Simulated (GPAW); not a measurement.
**SrO: relaxation of cell and atoms with revPBE**

Crystal: SrO.

```
CELL_PARAMETERS angstrom
0.00000 2.56630 2.56630
2.56630 0.00000 2.56630
2.56630 2.56630 0.00000
ATOMIC_POSITIONS crystal
Sr 0.50000 0.50000 0.50000
O 0.00000 0.00000 0.00000
```

| Item | Value |
| --- | --- |
| Program | GPAW 26.7.0 |
| Task | relaxation of cell and atoms |
| Functional | revPBE |
| Potentials or basis | the program's PAW data sets (release 1.2.1) made for this functional |
| Cutoff | 800 eV |
| Basis | pw |
| k mesh | 9 × 9 × 9 |
| Occupations | fermi-dirac, width 0.05 eV |
| Spin | no spin polarisation |
| Target pressure | 20 GPa |
| Maxiter | 150 |
| Optimizer | BFGS |
| Fmax | 0.02 eV/Å |
| Max steps | 100 |
| Target pressure | 20 GPa |
| Convergence | density=1e-05 forces=0.0001 |

```json
{
  "Relaxed volume": "15.20 Å³/atom",
  "Relaxed cell": "a = 3.503 Å, b = 3.503 Å, c = 3.503 Å, α = 60.00°, β = 60.00°, γ = 60.00°",
  "Space group after relaxing (to 0.05 Å)": "Fm-3m (No. 225)",
  "Energy change on relaxing (the enthalpy is what falls)": "+132.4 meV/atom",
  "Ionic steps": "4",
  "Pressure after relaxing": "19.9 GPa",
  "Band gap on the k mesh": "3.43 eV, direct"
}
```

Step by step:
```tsv
step	energy change (eV)	largest force (eV/Å)	pressure (GPa)	volume (Å³)
1	0.0000	0.0000	6.09	33.80
2	0.0514	0.0000	9.59	32.76
3	0.2979	0.0000	21.28	30.14
4	0.2648	0.0000	19.91	30.40
```

Final structure:
```
Sr O
1.0
     0.00000    2.47712    2.47712
     2.47712    0.00000    2.47712
     2.47712    2.47712    0.00000
Sr O
1 1
Direct
  0.50000 0.50000 0.50000
  0.00000 0.00000 0.00000
```

Levels at points of the mesh, in eV from the valence-band top:
```tsv
k point	band 5	band 6	band 7	band 8	band 9	band 10	band 11	band 12
(0.00, 0.00, 0.00)	-13.49	-0.01	-0.01	-0.01	5.01	6.57	6.57	6.57
```

Run time: 53 s on 1 thread of Arm Neoverse V2 (shared host), peak memory 0.24 GiB.

Caveat: later steps reuse the first step's grids; an odd mesh through Γ misses points on the zone boundary, where band edges often lie. As with any semilocal functional, this revPBE gap is likely too small.
